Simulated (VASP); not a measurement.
A run of VASP 6.6.1:

Contents of INCAR:

```
SYSTEM = Cr
  PREC = Accurate
  ENCUT = 520
  EDIFF = 1E-6
  ISMEAR = 0
  SIGMA = 0.1
  LREAL = .FALSE.
  LASPH = .TRUE.
  NELM = 100
  ALGO = Fast
  ISIF = 2
  LWAVE = .FALSE.
  LCHARG = .TRUE.
  GGA = PE
  LELF = .TRUE.
  LVHAR = .TRUE.
  NBANDS = 19
```

Contents of KPOINTS:

```
regular mesh
0
G
  21 21 10
  0 0 0
```

Contents of POSCAR:

```
Cr
1.0
    2.4849820546      0.0000000000      0.0000000000
   -1.2424910273      2.1520575872      0.0000000000
    0.0000000000      0.0000000000      4.4557650231
Cr
2
Direct
    0.3333333333      0.6666666667      0.2500000000
    0.6666666667      0.3333333333      0.7500000000
```

Potentials or basis: VASP PAW PBE potentials, release 64 (Cr_pv).

Run with:

```console
$ cat potpaw_PBE.64/Cr_pv/POTCAR > POTCAR
$ mpirun -np 1 vasp_std > vasp.out
```

Hardware: 1 thread of Intel(R) Xeon(R) 6975P-C (Granite Rapids), with other jobs on the host.

Problem. How long does it take, and how much memory?

Solution. Wall time 55 s on 1 thread of Intel(R) Xeon(R) 6975P-C (Granite Rapids) (shared host), peak memory 0.21 GiB. Counts: scf iterations 15, k points 288.
